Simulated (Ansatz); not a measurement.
# KI (Fm-3m) in Ansatz: a series of runs, part 2 of 2

Ansatz 0.2.0.

## (4) Band structure, PBEsol

input.yaml

```yaml
crystal:
  lattice:
    - [0.0, 3.532775, 3.532775]
    - [3.532775, 0.0, 3.532775]
    - [3.532775, 3.532775, 0.0]
  atoms:
    - { symbol: I, position: [0.5, 0.5, 0.5] }
    - { symbol: K, position: [0.0, 0.0, 0.0] }
hamiltonian:
  xc: pbesol
  pseudopotentials: { kind: paw }
kpoints:
  mp_grid: { grid: [7, 7, 7] }
  band_path:
    path:
      - [[0.0, 0.0, 0.0], [0.5, 0.0, 0.5], [0.5, 0.25, 0.75], [0.375, 0.375, 0.75], [0.0, 0.0, 0.0], [0.5, 0.5, 0.5], [0.625, 0.25, 0.625], [0.5, 0.25, 0.75], [0.5, 0.5, 0.5], [0.375, 0.375, 0.75]]
      - [[0.625, 0.25, 0.625], [0.5, 0.0, 0.5]]
    npoints: 14
scf:
  occupations: { method: fermi_dirac, width: 0.05 }
  n_extra_bands: 6
output:
  forces: true
  stress: true
  eigenvalues: true
  fatbands: false
```

Potentials or basis: Ansatz PAW.

Command:

```bash
> ansatz run input.yaml --threads 2 --pin off --max-ram 5632MiB --backend cpu --events-out ev --progress --plain --runs-dir out
```

Output:

```text
Warning: RAYON_NUM_THREADS=2 ignored (pool sized by the plan → 2); use --threads N
scf.n_extra_bands = 6 over 13 filled bands (N_el = 26.0): the run solves 19 bands
Engine: ansatz 0.2.0, x86_64-unknown-linux-gnu
Pseudopotentials: kind: paw
Pseudopotential: I, paw, valence charge 17, recommended cutoff 420 eV (normal), I.paw.azcp
Pseudopotential: K, paw, valence charge 9, recommended cutoff 420 eV (normal), K.paw.azcp
Functional definition: PBEsol
  exchange = pbesol_x
  correlation = pbesol_c
Crystal: 2 atoms, lattice volume = 88.182 Å³
Basis set: ecut = 420 eV, 1759 PW (Γ), exchange–correlation on 72×72×72 points (8 copies of the dense FFT grid, shifted against one another)
Bands: 19, of which v1, the nominal top of the filled ones, is band 13 counted from 1 (12 counted from 0)
Symmetry: 48 space group operations
[... 37 lines left out ...]
  E_vpaw       = -447.967273  (= ΣTr[D̂ρ^β])
  E_aug_tail   = 0.000014  (compensation charges beyond the density's cutoff)
  E_ewald      = -2068.432357
  E_core_change = 0.520027  (= ΣΔE_core)
  E_smearing   = -0.000000  (= −TS)
  E_closure    = 0.000000  (closes the sum)
  Σ components = -8951.253225   (vs F -8951.253225, Δ=0.00e0)
--- Forces (eV/Å), atoms counted from 1 ---
  atom   1  I      0.00000000    -0.00000000    -0.00000000
  atom   2  K     -0.00000000     0.00000000    -0.00000000
  max |Σ_I F_I| component: 4.68e-29 eV/Å
--- Stress (GPa, compression-positive) ---
       -0.285699      -0.000000      -0.000000
        0.000000      -0.285699      -0.000000
        0.000000       0.000000      -0.285699
  P = ⅓ Tr σ = -0.2857 GPa (-2.857 kbar)
--- Band table (eV; the first three rows and the last of 20) ---
  k-point 0: bands = ["-40.5371", "-40.5371", "-40.5343", "-40.5343", "-40.5343", "-26.1500", "-9.7050", "-9.7050", "-9.7050", "-8.3715", "2.1708", "2.1708", "2.1708", "5.9893", "8.6130", "8.6130", "8.6130", "9.3550", "9.3550"]
  k-point 1: bands = ["-40.5371", "-40.5371", "-40.5343", "-40.5343", "-40.5343", "-26.1496", "-9.7398", "-9.7054", "-9.7054", "-8.3128", "1.8372", "2.1009", "2.1009", "6.4791", "8.5172", "8.8316", "8.8316", "9.5878", "9.5878"]
  k-point 2: bands = ["-40.5371", "-40.5371", "-40.5343", "-40.5343", "-40.5343", "-26.1487", "-9.8098", "-9.7064", "-9.7064", "-8.1879", "1.2537", "1.9537", "1.9537", "7.2495", "8.8129", "9.3844", "9.3844", "10.2409", "10.2409"]
  k-point 19: bands = ["-40.5371", "-40.5371", "-40.5343", "-40.5343", "-40.5342", "-26.1472", "-9.7753", "-9.7401", "-9.7250", "-8.1579", "1.3616", "1.3827", "1.6814", "8.1685", "8.8603", "8.9511", "10.2861", "10.9089", "11.4309"]
```

bands.tsv:

```text
# k_distance	band_0	band_1	band_2	band_3	band_4	band_5	band_6	band_7	band_8	band_9	band_10	band_11	band_12	band_13	band_14	band_15	band_16	band_17	band_18
[... 159 lines left out ...]
5.663488	-44.677582	-44.677539	-44.674729	-44.674655	-44.674655	-30.287559	-13.892667	-13.865822	-13.864391	-12.366612	-2.983497	-2.353304	-2.342574	2.885671	3.734436	6.123169	6.630813	6.685849	7.591791
5.685946	-44.677582	-44.677539	-44.674729	-44.674655	-44.674655	-30.287559	-13.892802	-13.864862	-13.864503	-12.367835	-2.985783	-2.344853	-2.342155	2.872190	3.719811	6.116480	6.666618	6.694549	7.602440
5.708403	-44.677582	-44.677539	-44.674729	-44.674655	-44.674655	-30.287559	-13.892847	-13.864540	-13.864540	-12.368245	-2.986545	-2.342014	-2.342014	2.867662	3.714939	6.114247	6.679083	6.697457	7.605988
```

Wall time 2.9 s (2 threads of Intel Xeon Platinum 8375C at 2.90GHz (Ice Lake), shared host); peak memory 0.42 GiB.

What came out:

| Quantity | Value |
| --- | --- |
| Free energy | -8951.2532 eV |
| Pressure | -0.3 GPa |
| Band gap on the k mesh | 3.82 eV, direct |
| Band gap along the path | 3.82 eV, direct |

Levels at the corners of the path, in eV from the valence-band top:
| point | band 9 | band 10 | band 11 | band 12 | band 13 | band 14 | band 15 | band 16 | band 17 | band 18 |
| --- | --- | --- | --- | --- | --- | --- | --- | --- | --- | --- |
| Γ | -11.88 | -10.54 | 0.00 | 0.00 | 0.00 | 3.82 | 6.44 | 6.44 | 6.44 | 7.18 |
| X | -11.89 | -10.40 | -1.02 | -0.37 | -0.37 | 4.84 | 5.68 | 8.08 | 8.65 | 8.67 |
| W | -11.91 | -10.33 | -0.74 | -0.74 | -0.61 | 6.37 | 6.37 | 6.58 | 8.09 | 8.80 |
| K | -11.89 | -10.34 | -0.87 | -0.77 | -0.39 | 5.51 | 6.56 | 7.51 | 8.21 | 8.49 |
| Γ | -11.88 | -10.54 | 0.00 | 0.00 | 0.00 | 3.82 | 6.44 | 6.44 | 6.44 | 7.18 |
| L | -11.88 | -10.25 | -1.35 | -0.34 | -0.34 | 5.39 | 7.61 | 8.09 | 8.09 | 8.65 |
| U | -11.89 | -10.34 | -0.87 | -0.77 | -0.39 | 5.51 | 6.56 | 7.51 | 8.21 | 8.49 |
| W | -11.91 | -10.33 | -0.74 | -0.74 | -0.61 | 6.37 | 6.37 | 6.58 | 8.09 | 8.80 |
| L | -11.88 | -10.25 | -1.35 | -0.34 | -0.34 | 5.39 | 7.61 | 8.09 | 8.09 | 8.65 |
| K | -11.89 | -10.34 | -0.87 | -0.77 | -0.39 | 5.51 | 6.56 | 7.51 | 8.21 | 8.49 |
| U | -11.89 | -10.34 | -0.87 | -0.77 | -0.39 | 5.51 | 6.56 | 7.51 | 8.21 | 8.49 |
| X | -11.89 | -10.40 | -1.02 | -0.37 | -0.37 | 4.84 | 5.68 | 8.08 | 8.65 | 8.67 |

Caveat: spin-orbit coupling is left out, which moves the levels of the heavy elements; the PAW data sets come from PBE, with cores solved anew for the run's functional, which leaves a small shift of forces and pressure.

## (5) Summary

| level | gap on the mesh (eV) | pressure (GPa) |
| --- | --- | --- |
| LDA | 3.61 | -1.3 |
| PBE | 3.97 | 0.6 |
| PBEsol | 3.82 | -0.3 |

Alike in all rows: task band structure; potentials or basis Ansatz PAW; no spin polarisation; cell as given; k mesh 7 × 7 × 7; cutoff (eV) 420; smearing fermi-dirac 0.05 eV.

On the cell as given the gap runs from 3.61 eV (LDA) to 3.97 eV (PBE). The pressure there spans -1.3 GPa (LDA) to 0.6 GPa (PBE); a positive pressure means that this level wants a larger cell, a negative one a smaller.

Caveats: spin-orbit coupling is left out, which moves the levels of the heavy elements; the PAW data sets come from PBE, with cores solved anew for the run's functional, which leaves a small shift of forces and pressure (some runs).

Total energies depend on the potentials used, so only differences within one code and one set of settings carry meaning.

## (6) Comparison with measurements

Step 2. A measured gap of KI is 6.32 eV (a printed reference work, monograph); the calculated 3.61 eV misses it by -2.71 eV. Spin-orbit coupling on I is left out. The value is that of LDA, without temperature or zero-point motion. Semilocal functionals fall short of measured gaps as a rule.

Step 3. A measured gap of KI is 6.32 eV (a printed reference work, monograph); the calculated 3.97 eV misses it by -2.35 eV. Spin-orbit coupling on I is left out. The value is that of PBE, without temperature or zero-point motion. Semilocal functionals fall short of measured gaps as a rule.

Step 4. Against the measured gap of KI, 6.32 eV (a printed reference work, monograph), the calculated 3.82 eV is off by -2.50 eV. Spin-orbit coupling on I is left out. The value is that of PBEsol, without temperature or zero-point motion. Semilocal functionals fall short of measured gaps as a rule.
